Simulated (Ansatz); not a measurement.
Al2O3 (Corundum):

```
Al O
1.0
     2.38025    1.37424    4.33187
    -2.38025    1.37424    4.33187
     0.00000   -2.74848    4.33187
Al O
4 6
Cartesian
  0.0000 0.0000 11.0743
  0.0000 0.0000 8.4191
  0.0000 0.0000 1.9213
  0.0000 0.0000 4.5765
  -1.6503 -0.1099 5.4148
  0.7300 1.4841 5.4148
  0.9203 -1.3742 5.4148
  1.6503 0.1099 7.5808
  -0.7300 -1.4841 7.5808
  -0.9203 1.3742 7.5808
```

- Program: Ansatz 0.2.0
- Task: relaxation of cell and atoms
- Functional: PBE
- Potentials or basis: Ansatz PAW
- Cutoff: 420 eV (not typed: the program's choice for these potentials)
- k mesh: 7 × 7 × 7
- Occupations: fermi-dirac, width 0.05 eV
- Spin: no spin polarisation

At the start: volume 8.50 Å³/atom.

Task: Where does the relaxation end?

Result: It ends after 8 steps and the volume is 8.76 Å³/atom (+3.0 %); space group R-3c (No. 167, to 0.05 Å).

Step by step:
| step | energy change (eV) | largest force (eV/Å) | volume (Å³) |
| --- | --- | --- | --- |
| 1 | 0.0000 | 0.0290 | 85.02 |
| 2 | -0.0322 | 0.0254 | 86.10 |
| 3 | -0.0423 | 0.0108 | 87.44 |
| 4 | -0.0420 | 0.0036 | 87.49 |
| 5 | -0.0421 | 0.0023 | 87.49 |
| 6 | -0.0583 | 0.0017 | 87.49 |
| 7 | -0.0578 | 0.0006 | 87.60 |
| 8 | -0.0584 | 0.0006 | 87.60 |

Final structure:
```yaml
crystal:
  lattice:
    - [2.40436, 1.38816, 4.37450]
    - [-2.40436, 1.38816, 4.37450]
    - [0.00000, -2.77631, 4.37450]
  atoms:
    - { symbol: Al, position: [0.85215, 0.85215, 0.85215] }
    - { symbol: Al, position: [0.64785, 0.64785, 0.64785] }
    - { symbol: Al, position: [0.14785, 0.14785, 0.14785] }
    - { symbol: Al, position: [0.35215, 0.35215, 0.35215] }
    - { symbol: O, position: [0.05617, 0.75000, 0.44383] }
    - { symbol: O, position: [0.75000, 0.44383, 0.05617] }
    - { symbol: O, position: [0.44383, 0.05617, 0.75000] }
    - { symbol: O, position: [0.94383, 0.25000, 0.55617] }
    - { symbol: O, position: [0.25000, 0.55617, 0.94383] }
    - { symbol: O, position: [0.55617, 0.94383, 0.25000] }
```

Caveat: the plane-wave basis is chosen anew once the cell has moved, so the energies of steps on either side of that aren't comparable; the pressure holds a Pulay correction of +0.9 GPa for the finite cutoff.
